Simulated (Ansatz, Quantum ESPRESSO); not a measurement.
# 2H-WS2, 1 layer against a metal electrode: the electrode's level over the Fermi level at a withheld member of a series

Method. Quantum ESPRESSO 7.5, PBE, GBRV ultrasoft. The slab is relaxed neutral under PBE-D3(BJ), then held. ESM with bc3: vacuum below and a metal electrode about 6 Å above the top atoms. Fermi-Dirac smearing of 0.004 Ry and a dense mesh. Charges are set per cell from the starting area. The series steps the charge of the slab (positive: electrons removed).

```tsv
charge of the slab	electrode's level over the Fermi level (eV)
1 ×10¹³ e/cm²	6.582
2 ×10¹³ e/cm²	7.573
3 ×10¹³ e/cm²	8.549
4.5 ×10¹³ e/cm²	10.006
6 ×10¹³ e/cm²	11.459
7 ×10¹³ e/cm²	12.425
```

To predict: What is the electrode's level over the Fermi level at 8 ×10¹³ e/cm²?

**Worked estimate.** The rows at 6 ×10¹³ e/cm² and 7 ×10¹³ e/cm² give a slope of (12.425 − (11.459))/(7 − (6)) = 0.966, so a straight line gives 13.391 eV. A parabola through these and the row at 4.5 ×10¹³ e/cm² gives 13.389 eV.

**The withheld run.** 13.394 eV. The line misses by −0.003 and the parabola by −0.005 eV. Both misses are under 5 % of the step from the nearer row.

**Limits.** Vacuum fills the gap; ions don't answer the charge; added electrons can spill towards the electrode at the most negative charges. Charges count on the starting cell, which the relaxation changed by some per cent. Members without a usable value, or on the other side of zero field or charge, are not listed.

[Logs are printed without paths, hosts, clocks, repeated set-up lines and the standing remarks that a program may print on its own settings, such as how far it seeks lower states.]
